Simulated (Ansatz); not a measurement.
Input and command of a plane-wave DFT calculation in Ansatz:

```yaml
crystal:
  lattice:
    - [0.0, 0.0, -3.8066786573]
    - [-3.8092992235, 0.0, 0.0]
    - [0.0, 9.8729243218, -1.5226714629]
  atoms:
    - { symbol: Sn, position: [0.2785264028, 0.0, 0.866183993] }
    - { symbol: Sn, position: [0.4785264028, 0.0, 0.366183993] }
    - { symbol: Sn, position: [0.0714735972, 0.5, 0.133816007] }
    - { symbol: Sn, position: [-0.1285264028, 0.5, 0.633816007] }
    - { symbol: O, position: [0.025025125, 0.0, 0.2499371876] }
    - { symbol: O, position: [-0.174974875, 0.0, 0.7499371876] }
    - { symbol: O, position: [0.324974875, 0.5, 0.7500628124] }
    - { symbol: O, position: [0.524974875, 0.5, 0.2500628124] }
basis:
  ecutwfc: 500
kpoints:
  mp_grid: { grid: [9, 9, 4] }
hamiltonian:
  xc: r2scan
scf:
  occupations: { method: gaussian, width: 0.03 }
output:
  forces: true
  stress: true
  eigenvalues: true
```

```bash
ansatz run input.yaml --threads 2 --pin off --max-ram 5120MiB --backend cpu --events-out ev --progress --plain --runs-dir out
```

Processor: AMD EPYC 9R45 96-Core Processor (Zen 5), 2 threads, on a host shared with other jobs.

Question: Estimate time, memory and problem size.

Answer: About 12 s on 2 threads of AMD EPYC 9R45 96-Core Processor (Zen 5), on a shared host, peak memory 1 GiB. It solves 48 bands at 95 k points (the mesh reduced by symmetry) with about 3627 plane waves, in 8 SCF iterations.
